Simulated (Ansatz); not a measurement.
Crystal: Ge.

```xyz
2
Lattice="-2.4959 2.6509 1.4369 2.4959 -2.6509 1.4369 2.4959 2.6509 -1.4369" Properties=species:S:1:pos:R:3 pbc="T T T"
Ge    0.0000    1.3254    0.1841
Ge    2.4959    1.3254    1.2529
```

This isn't the form of Ge at room conditions, which is diamond.

| Item | Value |
| --- | --- |
| Program | Ansatz 0.2.0 |
| Task | relaxation of cell and atoms |
| Functional | PBEsol |
| Potentials or basis | Ansatz PAW |
| Cutoff | 420 eV (not typed: the program's choice for these potentials) |
| k mesh | 11 × 11 × 11 |
| Occupations | fermi-dirac, width 0.05 eV |
| Spin | no spin polarisation |

At the start: volume 19.01 Å³/atom.

Question: Where does the relaxation end?

Answer: It ends after 7 steps and the volume is 18.38 Å³/atom (-3.4 %); space group I4_1/amd (No. 141, to 0.05 Å).

Step by step:
| step | energy change (eV) | largest force (eV/Å) | volume (Å³) |
| --- | --- | --- | --- |
| 1 | 0.0000 | 0.0589 | 38.03 |
| 2 | -0.0154 | 0.0616 | 36.35 |
| 3 | -0.0221 | 0.0496 | 36.69 |
| 4 | -0.0277 | 0.0266 | 36.80 |
| 5 | -0.0283 | 0.0025 | 36.81 |
| 6 | -0.0284 | 0.0007 | 36.75 |
| 7 | -0.0281 | 0.0006 | 36.75 |

Final structure:
```
Ge
1.0
    -2.56992    2.57107    1.39050
     2.56992   -2.57107    1.39050
     2.56992    2.57107   -1.39050
Ge
2
Direct
  0.37443 0.12443 0.25000
  0.62557 0.87557 0.75000
```

Caveat: the plane-wave basis is chosen anew once the cell has moved, so the energies of steps on either side of that aren't comparable; the PAW data sets come from PBE, with cores solved anew for the run's functional, which leaves a small shift of forces and pressure.
